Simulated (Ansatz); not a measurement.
SnO under strain — electric field gradients

The cell is an entry of the Crystallography Open Database (COD), relaxed with PBE at fixed cell and then changed (z compressed by 1 %, ions relaxed).

```xyz
8
Lattice="2.5000 -2.8600 0.0000 2.5000 2.8600 0.0000 0.0000 0.0000 11.0088" Properties=species:S:1:pos:R:3 pbc="T T T"
Sn    0.0000    0.0000   -0.1446
Sn    0.0000    0.0000    5.3598
Sn    2.5000    0.0007    2.9738
Sn    2.5000   -0.0007    8.4782
O     3.7499   -1.4301    4.1668
O     1.2501    1.4301    9.6712
O     1.2501   -1.4301    4.1668
O     3.7499    1.4301    9.6712
```

Sites (sets of like atoms) are named by element and the number of their first atom in this list.

Method: Kohn–Sham DFT in Ansatz, PBE, plane waves and PAW, scalar-relativistic, 420 eV cutoff, Γ-centred 8×8×3 k-points, Fermi–Dirac smearing 0.02 eV.

V_zz is the principal component of the electric field gradient with the largest magnitude, η = (V_xx − V_yy)/V_zz and C_Q = eQV_zz/h. Directions are in the Cartesian axes of the cell vectors above, for the atom listed; none is given where the gradient is under 0.02 or η is above 0.95.

Problem. Give the quadrupolar parameters of the distinct sites.

Solution. 

```json
{"site": "Sn", "first atom": "1", "first shell": "4 O at 2.24 Å", "V_zz (10²¹ V/m²)": "-18.37", "η": "0.30", "direction of V_zz (x, y, z)": "0.00 0.00 1.00"}
{"site": "O", "first atom": "5", "first shell": "4 Sn at 2.24 Å", "V_zz (10²¹ V/m²)": "-5.03", "η": "0.42", "direction of V_zz (x, y, z)": "1.00 0.00 0.00"}
```

At Sn V_zz points towards the open side of its shell (within 1°).

Without spin–orbit coupling (the program notes it for Sn) the gradients can shift somewhat, as the gap is small. The database positions were far from equilibrium, so the relaxed structure may not be the compound's real one.
